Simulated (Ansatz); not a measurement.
Zinc-blende AlSb, relaxed in Ansatz (plane waves) with several semilocal functionals. Each gives its own volume and its own bulk modulus:

| level | V0 (Å³/atom) | bulk modulus B0 (GPa) | ln V0 | ln B0 |
|---|---|---|---|---|
| PBE-D4 | 29.024 | 54.73 | 3.3681 | 4.0024 |
| PBEsol | 29.178 | 53.76 | 3.3734 | 3.9845 |
| PBE | 30.153 | 49.29 | 3.4063 | 3.8977 |
| rVV10 | 30.486 | 48.38 | 3.4173 | 3.8791 |
| RPBE | 30.921 | 46.00 | 3.4314 | 3.8286 |
| BLYP | 31.504 | 42.20 | 3.4501 | 3.7424 |

### Question
Fit a straight line to ln B0 against ln V0. What does it predict for revPBE, whose volume is 30.715 Å³/atom?

### Answer
With x = ln V0 and y = ln B0: means 3.40777 and 3.88912; Σ(Δx Δy) = -0.01552, Σ(Δx²) = 0.005198, so the slope is -2.99. At x = 3.4248 the line gives y = 3.88912 + (-2.99) × (3.4248 − 3.40777) = 3.8382, or 46.44 GPa. The run with revPBE gives 46.87 GPa, +0.9 % from the line. The rows used scatter about it by up to 2.0 %, while the largest value lies 30 % above the smallest. For comparison, PBE's own equation of state has B′ = 4.5, the slope −d ln B/d ln V at a fixed functional; the two needn't agree, since functionals also differ at one volume.

Measured: 58.2 GPa (measured, temperature not stated, not corrected to a static lattice; as tabulated in Toher et al. (2017), arXiv:1611.05714).

Ansatz's density-functional and Hartree–Fock values are scalar-relativistic unless marked +SOC, with PAW data made under PBE.

Ansatz is a program for electronic structure.
